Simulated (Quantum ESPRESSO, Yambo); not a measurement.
# LiH (Fm-3m): G0W0 on several meshes in Yambo, part 2 of 2

How does the mesh move the gap of LiH (Fm-3m)?

Quantum ESPRESSO 7.5 and Yambo 5.3.0; PBE and many-body steps on it, plane waves. Known limits of the many-body steps: not at the basis limit; coarse k mesh.

So far. Step 4 (2×2×2): The gap on the mesh goes from 3.02 eV to 4.21 eV, a correction of +1.19 eV. Step 5 (Empty states on the mesh, 6×6×6 mesh, 52 bands): On this mesh the gap is 3.022 eV.

The database entry behind the starting cell differs from later determinations by our own check (the deuteride, about 0.2 % short), so it need not match the best structure at ambient conditions.

## Step 7: 6×6×6

This step: G0W0 on PBE, plane waves, norm-conserving pseudopotentials.

gw14.in

```
HF_and_locXC
gw0
dyson
ppa
em1d
rim_cut
RandQpts= 1000000
RandGvec= 1 RL
EXXRLvcs= 66 Ry
VXCRLvcs= 264 Ry
Chimod= "HARTREE"
% BndsRnXp
 1 | 52 |
%
NGsBlkXp= 15.5 Ry
% LongDrXp
 1 | 1 | 1 |
%
% GbndRnge
 1 | 52 |
%
DysSolver= "n"
ExtendOut
PPAPntXp= 27.21138 eV
% QPkrange
 13 | 13 | 1 | 4 |
 1 | 1 | 1 | 4 |
%
```

Launch:

```console
> OMP_NUM_THREADS=1 mpirun -n 8 yambo -F gw14.in -J gw14 -C gw14 > gw14.log
```

The program printed:

```text
 Yambo, version 5.3.0

 [02] CORE Variables Setup
 =========================

  [... cell, symmetries and grids as in the set-up ...]

  [02.05] Energies & Occupations
  ==============================

  [X] === General ===
  [X] Electronic Temperature                        :  0.000000  0.000000 [eV K]
  [X] Bosonic    Temperature                        :  0.000000  0.000000 [eV K]
  [X] Finite Temperature mode                       : no
  [X] El. density                                   :  0.23671E+24 [cm-3]
  [X] Fermi Level                                   :  0.392907 [eV]

  [X] === Gaps and Widths ===
  [X] Conduction Band Min                           :  3.022039 [eV]
  [X] Valence Band Max                              :  0.000000 [eV]
  [X] Filled Bands                                  :  2
  [X] Empty Bands                                   :    3   52
  [X] Direct Gap                                    :  3.022039 [eV]
  [X] Direct Gap localized at k                     :  13
  [X] Indirect Gap                                  :  3.022039 [eV]
  [X] Indirect Gap between kpts                     :  13  13
  [X] Last valence band width                       :  5.253733 [eV]
  [X] 1st conduction band width                     :  12.45368 [eV]

 [03] Transferred momenta grid and indexing
 ==========================================

 IBZ Q-points                                      :  16
 BZ  Q-points                                      :  216

 K/Q-points units:
 rlu = crystal or reduced units; cc = cartesian coordinates; iku = interal k-units

 Q [ 1]         [rlu]:  0.000000  0.000000  0.000000
 Q [ 2]         [rlu]:  0.47658E-17  0.47658E-17  0.16667
 Q [ 3]         [rlu]:  0.95316E-17  0.95316E-17  0.33333
[...]
QP @ state[ 2 ] K range:  13  13
 QP @ state[ 2 ] b range:   1   4

 [xc] Functional : Perdew, Burke & Ernzerhof(X)+Perdew, Burke & Ernzerhof(C)
 [xc] LIBXC used to calculate xc functional

 [xc] E_xc :  -2.052952 [Ha]
      E_xc :  -4.105904 [Ry]

  Local XC kind (lXC) : Perdew, Burke & Ernzerhof(X)+Perdew, Burke & Ernzerhof(C)
  Non-Local XC kind (nlXC) : Hartree-Fock

  Corrections @ K [1] :  [eV]
 <1|nlXC|1> = -39.70907 -0.60729E-17 <1|lXC|1> = -25.62555 -0.75286E-15
 <2|nlXC|2> = -15.60401  0.41036E-16 <2|lXC|2> = -9.916472  0.93007E-20
 <3|nlXC|3> = -4.660276 -0.72037E-19 <3|lXC|3> = -11.71873  0.19616E-18
[...]
Corrections @ K [13] :  [eV]
[...]
<3|nlXC|3> = -3.713934 -0.38677E-17 <3|lXC|3> = -7.646438  0.47185E-16
 <4|nlXC|4> = -2.680837  0.38439E-17 <4|lXC|4> = -8.234640  0.47229E-16

 [08] Dyson equation: Newton solver
 ==================================

  [08.01] G0W0 (W PPA)
  ====================

  [  GW  ] Bands range     :    1   52
  [GW/PPA] G damping       :  0.100000 [eV]

  QP @ state[ 1 ] K range:  1  1
  QP @ state[ 1 ] b range:   1   4
  QP @ state[ 2 ] K range:  13  13
  QP @ state[ 2 ] b range:   1   4

   Sc/G bands                                       :    1   52
   Sc/G damping                                     :  0.100000 ev
   Sc bands terminator                              : no
   Sx RL components                                 :  1067

   QP @ state[ 1 ] K range                          :  1  1
   QP @ state[ 1 ] b range                          :   1   4
   QP @ state[ 2 ] K range                          :  13  13
   QP @ state[ 2 ] b range                          :   1   4
   GF energies kind                                 : Perdew, Burke & Ernzerhof(X)+Perdew, Burke & Ernzerhof(C)
   GF WF`s kind                                     : Perdew, Burke & Ernzerhof(X)+Perdew, Burke & Ernzerhof(C)
   Xs energies kind                                 : Perdew, Burke & Ernzerhof(X)+Perdew, Burke & Ernzerhof(C)
   Xs WF`s kind                                     : Perdew, Burke & Ernzerhof(X)+Perdew, Burke & Ernzerhof(C)

 [11] Game Over & Game summary
```

Run time: 19 s. Hardware: 8 MPI ranks of Arm Neoverse V1, shared host; peak memory 2.2 GiB.

Numbers from this step:

| Item | Value |
| --- | --- |
| G0W0 gap on the points computed | 4.935 eV |
| starting gap on the mesh | 3.022 eV |
| k of the valence top | 0, -0.5, -0.5 |
| k of the conduction bottom | 0, -0.5, -0.5 |
| least direct G0W0 gap on the computed points | 4.935 eV |
| Z at the valence top | 0.7808 |
| Z at the conduction bottom | 0.8185 |

Against G0W0 in Yambo (2×2×2 mesh, 52 bands, screening to 210.9 eV, Godby-Needs plasmon pole), the gap moves by +0.722 eV.

## Step 8: Empty states on the mesh, 8×8×8 mesh, 52 bands

This step: Quantum ESPRESSO 7.5; DFT, PBE, plane waves, norm-conserving pseudopotentials.

pw.in

```
&control
  calculation = 'nscf'
  prefix = 'x'
  outdir = 'o'
  pseudo_dir = 'pseudo'
/
&system
  ibrav = 0
  nat = 2
  ntyp = 2
  ecutwfc = 66.0
  nbnd = 52
  force_symmorphic = .true.
/
&electrons
  conv_thr = 1e-9
  electron_maxstep = 80
  diago_full_acc = .true.
  diago_thr_init = 5e-6
/
ATOMIC_SPECIES
  Li 6.94 Li.upf
  H 1.008 H.upf
CELL_PARAMETERS angstrom
  0.0000000000 2.0367500000 2.0367500000
  2.0367500000 -0.0000000000 2.0367500000
  2.0367500000 2.0367500000 -0.0000000000
ATOMIC_POSITIONS crystal
  Li 0.0000000000 0.0000000000 0.0000000000
  H 0.5000000000 0.5000000000 0.5000000000
K_POINTS automatic
  8 8 8 0 0 0
```

Launch:

```console
> OMP_NUM_THREADS=1 mpirun -n 8 pw.x -nk 4 -in pw.in > pw.out
```

The program printed:

```text
[banner, memory and clock lines left out]
Program PWSCF v.7.5 starts

     Atomic positions and unit cell read from directory:
     o/x.save/

     Message from routine setup:
     using ibrav=0 with symmetry is DISCOURAGED, use correct ibrav instead

     bravais-lattice index     =            0
     lattice parameter (alat)  =       5.4432  a.u.
     unit-cell volume          =     114.0354 (a.u.)^3
     number of atoms/cell      =            2
     number of atomic types    =            2
     number of electrons       =         4.00
[...]
95.8269  96.0506  96.0506  96.4207

          k = 0.0884 0.0884-0.0884 (  1007 PWs)   bands (ev):

[...]
99.2089 100.9078 100.9078 101.4753

          k = 0.1768 0.1768-0.1768 (  1022 PWs)   bands (ev):

[...]
81.3735  81.3735  82.3628  85.6924  85.6924  87.8521  89.8639  89.8639
    92.2168  93.6328  93.6328  94.1818  97.1677  97.1677 103.2780 106.4237
   106.4237 108.8027 108.8027 109.5428

          k = 0.2652 0.2652-0.2652 (  1035 PWs)   bands (ev):

     [... further k-points ...]

     highest occupied, lowest unoccupied level (ev):     0.3929    3.4149

     XML data file, pseudopotentials, collected wavefunctions
```

It took 2.1 s on 8 MPI ranks; peak memory 0.32 GiB.

Numbers from this step:

```
gap                                                           : 3.022 eV
k of the valence top                                          : 0, -0.5, -0.5
k of the conduction bottom                                    : 0, -0.5, -0.5
least direct gap                                              : 3.022 eV
k points computed                                             : 29
lowest point of the top converged band, above the valence top : 96.0278 eV
```

On this mesh the gap is 3.022 eV.

## Step 9: Conversion and set-up

This step: Yambo 5.3.0; conversion and set-up on PBE, plane waves, norm-conserving pseudopotentials.

Launch:

```console
> (cd o/x.save; p2y > p2y.log; mv SAVE ../..); yambo > setup.log
```

The program printed:

```text
 Yambo, version 5.3.0

 [02] CORE Variables Setup
 =========================

  [02.01] Unit cells
  ==================

  Cell kind             :  FCC
  Atoms in the cell     :  Li  H
  number of Li atoms    :  1
  number of H  atoms    :  1

  List of atomic masses
  Mass of Li    :  6.940000
  Mass of H     :  1.008000

  List of atomic coordinates    : [cc]
  Li1       :  0.000000  0.000000  0.000000  order 1
  H1       :  3.848900  3.848900  3.848900  order 2

  Alat factors          :  3.848900  3.848900  3.848900 [a.u.]
  Direct lattice volume :  114.0354 [a.u.]
[...]
Q [ 1]         [rlu]:  0.000000  0.000000  0.000000
 Q [ 2]         [rlu]:  0.24483E-17  0.24483E-17  0.12500
 Q [ 3]         [rlu]:  0.25023E-16 -0.27323E-17  0.25000
[...]
Q [ 8]         [rlu]:  0.80210E-17  0.12500      0.37500
 Q [ 9]         [rlu]:  0.34410E-16  0.12500      0.50000
 Q [10]         [rlu]: -0.97931E-17  0.12500     -0.37500
     [... 17 further rows ...]
 Q [28]         [rlu]:  0.125000 -0.500000 -0.375000
 Q [29]         [rlu]:  0.250000 -0.500000 -0.250000

  [03.01] X indexes
  =================

   [03.01.01] Sigma indexes
   ========================

 [06] Game Over & Game summary
```

Elapsed: 1.9 s, on 1 MPI rank; peak memory 0.23 GiB.

## Step 10: 8×8×8

This step: G0W0 on PBE, plane waves, norm-conserving pseudopotentials.

gw15.in, as its differences from gw14.in of step 7:

```diff
@@ -25,3 +25,3 @@
 % QPkrange
- 13 | 13 | 1 | 4 |
+ 21 | 21 | 1 | 4 |
  1 | 1 | 1 | 4 |
```

Launch:

```console
> OMP_NUM_THREADS=1 mpirun -n 8 yambo -F gw15.in -J gw15 -C gw15 > gw15.log
```

The program printed:

```text
 Yambo, version 5.3.0

 [02] CORE Variables Setup
 =========================

  [... cell, symmetries and grids as in the set-up ...]

  [02.05] Energies & Occupations
  ==============================

  [X] === General ===
  [X] Electronic Temperature                        :  0.000000  0.000000 [eV K]
  [X] Bosonic    Temperature                        :  0.000000  0.000000 [eV K]
  [X] Finite Temperature mode                       : no
  [X] El. density                                   :  0.23671E+24 [cm-3]
[...]
QP @ state[ 1 ] b range                          :   1   4
   QP @ state[ 2 ] K range                          :  21  21
   QP @ state[ 2 ] b range                          :   1   4
   GF energies kind                                 : Perdew, Burke & Ernzerhof(X)+Perdew, Burke & Ernzerhof(C)
   GF WF`s kind                                     : Perdew, Burke & Ernzerhof(X)+Perdew, Burke & Ernzerhof(C)
   Xs energies kind                                 : Perdew, Burke & Ernzerhof(X)+Perdew, Burke & Ernzerhof(C)
   Xs WF`s kind                                     : Perdew, Burke & Ernzerhof(X)+Perdew, Burke & Ernzerhof(C)

 [11] Game Over & Game summary
```

Elapsed: 49 s, on 8 MPI ranks; peak memory 2.4 GiB; 6.3 min of CPU time.

This step gave:

- G0W0 gap on the points computed: 4.940 eV
- starting gap on the mesh: 3.022 eV
- k of the valence top: 0, -0.5, -0.5
- k of the conduction bottom: 0, -0.5, -0.5
- least direct G0W0 gap on the computed points: 4.940 eV

Against G0W0 in Yambo (2×2×2 mesh, 52 bands, screening to 210.9 eV, Godby-Needs plasmon pole), the gap moves by +0.726 eV.

## Step 11: The runs together

Times are wall times on 8 MPI ranks of Arm Neoverse V1, shared host, good to a factor of about two.

| run | mesh | bands | screening cutoff (eV) | DFT gap (eV) | gap on the mesh (eV) | direct (eV) | time |
| --- | --- | --- | --- | --- | --- | --- | --- |
| 2×2×2 | 2×2×2 | 52 | 210.9 | 3.022 | 4.214 | 4.214 | 2.9 s |
| 6×6×6 | 6×6×6 | 52 | 210.9 | 3.022 | 4.935 | 4.935 | 19 s |
| 8×8×8 | 8×8×8 | 52 | 210.9 | 3.022 | 4.940 | 4.940 | 49 s |

## Step 12: What came out

| Item | Value |
| --- | --- |
| 2×2×2 | 4.214 eV |
| 6×6×6 | 4.935 eV |
| 8×8×8 | 4.940 eV |
| known limits | not at the basis limit; coarse k mesh |

**Reading.** 6×6×6: +0.722 eV against 2×2×2. 8×8×8: +0.726 eV against 2×2×2. Bands and cutoff are finite, so the gap is not at the basis limit. The miss can reach some tenths of an eV and take either sign; the mesh is an error of its own. In the G0W0 runs levels were corrected at 2 k points alone, so a gap called «on the mesh» is the least over those, and an edge elsewhere would be missed. The 2×2×2 mesh is coarse for this cell, which bears on the long-range parts of exchange and screening.

[Paths, hosts, dates, memory and timing lines, banners, echoed tables and standing remarks are left out of the program output.]

[Logs are printed without paths, hosts, clocks, repeated set-up lines and the standing remarks that a program may print on its own settings, such as how far it seeks lower states.]

[Runs of the session that timed out or met a known fault of the program may be left out.]

[Hosts, paths, dates, database ids (printed as entryN), source tags and the programs' standing remarks are cut or masked in the printed files.]
